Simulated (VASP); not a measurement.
Write the native input for VASP 6.6.1 that does the following.

- Task: single point
- Functional: PBEsol
- Potentials or basis: VASP PAW PBE potentials, release 64 (W_sv, Si)
- Cutoff: 350 eV
- k mesh: 2 × 3 × 3
- Occupations: gaussian, width 0.03 eV
- Spin: collinear spin, zero start
- Starting moments: [0.0, 0.0, 0.0, 0.0, 0.0, 0.0, 0.0, 0.0, 0.0, 0.0, 0.0, 0.0, 0.0, 0.0, 0.0, 0.0, 0.0, 0.0, 0.0, 0.0, 0.0, 0.0, 0.0, 0.0] μB
- Fixed moment: 0 μB
- Hubbard terms: W d U = 2 eV
- Dq: 0
- Further INCAR settings: LREAL = Auto; ALGO = Normal; EDIFF = 1e-05; NBANDS = 75

The structure of Si23W (a cell with a defect) lies in POSCAR:

```
Si23W
1.0
    0.0000000000      8.1555000000      8.1555000000
    5.4370000000      0.0000000000      5.4370000000
    5.4370000000      5.4370000000      0.0000000000
W Si
1 23
Direct
    0.0000000000      0.0000000000      0.0000000000
    0.0000000000      0.0000000000      0.5000000000
    0.0000000000      0.5000000000      0.0000000000
    0.0000000000      0.5000000000      0.5000000000
    0.3333330000      0.0000000000      0.0000000000
    0.3333330000      0.0000000000      0.5000000000
    0.3333330000      0.5000000000      0.0000000000
    0.3333330000      0.5000000000      0.5000000000
    0.6666670000      0.0000000000      0.0000000000
    0.6666670000      0.0000000000      0.5000000000
    0.6666670000      0.5000000000      0.0000000000
    0.6666670000      0.5000000000      0.5000000000
    0.0833333333      0.1250000000      0.1250000000
    0.0833333333      0.1250000000      0.6250000000
    0.0833333333      0.6250000000      0.1250000000
    0.0833333333      0.6250000000      0.6250000000
    0.4166663333      0.1250000000      0.1250000000
    0.4166663333      0.1250000000      0.6250000000
    0.4166663333      0.6250000000      0.1250000000
    0.4166663333      0.6250000000      0.6250000000
    0.7500003333      0.1250000000      0.1250000000
    0.7500003333      0.1250000000      0.6250000000
    0.7500003333      0.6250000000      0.1250000000
    0.7500003333      0.6250000000      0.6250000000
```

The input as run:

INCAR

```
SYSTEM = Si23W
PREC = Accurate ; ENCUT = 350
EDIFF = 1E-5 ; ISMEAR = 0
SIGMA = 0.03 ; LREAL = Auto
LASPH = .True. ; NELM = 120
ALGO = Normal ; ISIF = 2
LWAVE = .False. ; LCHARG = .False.
ISPIN = 2 ; MAGMOM = 0 0 0 0 0 0 0 0 0 0 0 0 0 0 0 0 0 0 0 0 0 0 0 0
LORBIT = 11 ; NUPDOWN = 0
LMAXMIX = 4 ; LDAU = .True.
LDAUTYPE = 2 ; LDAUL = 2 -1
LDAUU = 2 0 ; LDAUJ = 0 0
LDAUPRINT = 1 ; GGA = PS
NBANDS = 75 ; KPAR = 4
```

KPOINTS

```
regular mesh
0
Gamma
  2 3 3
  0 0 0
```

Potentials or basis: VASP PAW PBE potentials, release 64 (W_sv, Si).

Run with:

```bash
$ cat potpaw_PBE.64/W_sv/POTCAR potpaw_PBE.64/Si/POTCAR > POTCAR
$ mpirun -np 4 vasp_std > vasp.out
```

It gave:

| Item | Value |
| --- | --- |
| Pressure | 1.1 GPa |
| Largest force | 0.950 eV/Å |
| Net moment | 0.00 μB per cell |
| Valence electrons inside the program's atomic spheres | W 12.19; Si 1.68, 1.69, 1.74 |

Caveat: the PAW data sets were made with another functional, which shifts forces and pressure a little; the total moment is fixed, so each spin has its own Fermi level; the U is typed as a test and isn't derived for this compound.

It took 120 s on 4 MPI ranks on Intel(R) Xeon(R) Platinum 8488C (Sapphire Rapids) (shared host), peak memory 0.63 GiB a rank.
